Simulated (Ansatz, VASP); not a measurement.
## Two plane-wave programs on Sb

```
CELL_PARAMETERS angstrom
0.00000 2.40710 2.40710
2.40710 0.00000 2.40710
2.40710 2.40710 0.00000
ATOMIC_POSITIONS crystal
Sb 0.00000 0.00000 0.00000
```

The cell was built by a generator and needn't be a form met in nature.

Alike in both runs: functional revPBE; k mesh 11 × 11 × 11; occupations fermi-dirac, width 0.1 eV; no spin polarisation.

Ansatz relaxed the structure, and its values are those at the end. VASP's run is a single point on that final structure, the one shown.

|  | VASP | Ansatz |
| --- | --- | --- |
| version | VASP 6.6.1 | Ansatz 0.2.0 |
| potentials or method | VASP PAW PBE potentials, release 64 (Sb) | plane waves (420 eV) with PAW, scalar-relativistic |
| plane-wave cutoff (eV) | 520 | 420 |
| valence electrons in the cell | 5 | 15 |

```tsv
	VASP	Ansatz	Ansatz less VASP
pressure (GPa)	-0.2	0.0	+0.18
```

The functional is the same, so the differences come from potentials, cutoffs and numerics. The two sets of potentials don't hold the same shells in valence.

Caveats: the PAW data sets were made with another functional, which shifts forces and pressure a little (VASP). Spin-orbit coupling is left out, which matters for the levels of Sb.
